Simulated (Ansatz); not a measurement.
NaI (rocksalt): gap against strain (epitaxial in the plane normal to [111])

Rocksalt NaI, relaxed with r2SCAN in the PAW code Ansatz, then strained (epitaxial in the plane normal to [111]; changes of length per length, axes as in the cell below) with the atoms relaxed again within the symmetry that is left. The symmetry is Fm-3m (No. 225, cubic); conventional cell a = 6.459 Å, 33.69 Å³ an atom. Around Na lie 6 I at 3.23 Å; around I lie 6 Na at 3.23 Å. Calculated for a static, non-magnetic cell.

```
CELL_PARAMETERS angstrom
0.00000 3.22972 3.22972
3.22972 0.00000 3.22972
3.22972 3.22972 0.00000
ATOMIC_POSITIONS crystal
Na 0.00000 0.00000 0.00000
I 0.50000 0.50000 0.50000
```

Gaps are the least over each mesh (PBE 8×8×8, r2SCAN 8×8×8, HSE06 6×6×6 when unstrained) and the special points, which keep their unstrained names; stress is the change from the unstrained cell, compression positive.

```tsv
strain (%)	free normal strain (%)	gap, PBE (eV)	gap, r2SCAN (eV)	gap, HSE06 (eV)	edges, HSE06	in-plane stress, r2SCAN (GPa)	energy rise, r2SCAN (meV/atom)
-2.5	+2.14	3.650	4.444	4.683	Γ	+0.82	4.3
-2.22	+1.78	3.660	4.454	4.693	Γ	+0.75	3.3
0.0	0.00	3.661	4.449	4.692	Γ	0.00	0.0
+1.0	-0.80	3.576	4.357	4.602	Γ	-0.30	0.6
+3.0	-2.48	3.411	4.178	4.427	Γ	-0.81	5.2
+3.35	-2.68	3.384	4.148	4.398	Γ	-0.91	6.4
+4.76	-3.81	3.274	4.028	4.280	Γ	-1.23	12.6
```

Between zero and the nearest strains the slope of the HSE06 gap against strain is 0.000 eV per percent for negative and -0.090 for positive strain.

No spin-orbit coupling is included; it can move band edges with weight on the heavy atoms by tenths of an eV.
